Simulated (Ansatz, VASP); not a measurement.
# Two plane-wave programs on Ta

```xyz
1
Lattice="2.6278 0.0000 0.0000 0.0000 2.6278 0.0000 0.0000 0.0000 2.6278" Properties=species:S:1:pos:R:3 pbc="T T T"
Ta    0.0000    0.0000    0.0000
```

Alike in both runs: task single point; functional PBE; k mesh 13 × 13 × 13; occupations fermi-dirac, width 0.1 eV; no spin polarisation.

```csv
,VASP,Ansatz
version,VASP 6.6.1,Ansatz 0.2.0
potentials or method,"VASP PAW PBE potentials, release 64 (Ta_pv)","plane waves (420 eV) with PAW, scalar-relativistic"
plane-wave cutoff (eV),520,420
valence electrons in the cell,11,13
```

Ansatz gave:

```
pressure (GPa) : 23.4
```

What did VASP give for the same quantities?

Pressure (GPa): 23.8.

The two sets of potentials don't hold the same shells in valence.

Caveats: so large a pressure means that the cell lies far from this level's equilibrium, or that cutoff or potentials fall short (VASP). The runs have no spin-orbit coupling, so splittings on Ta are missing.
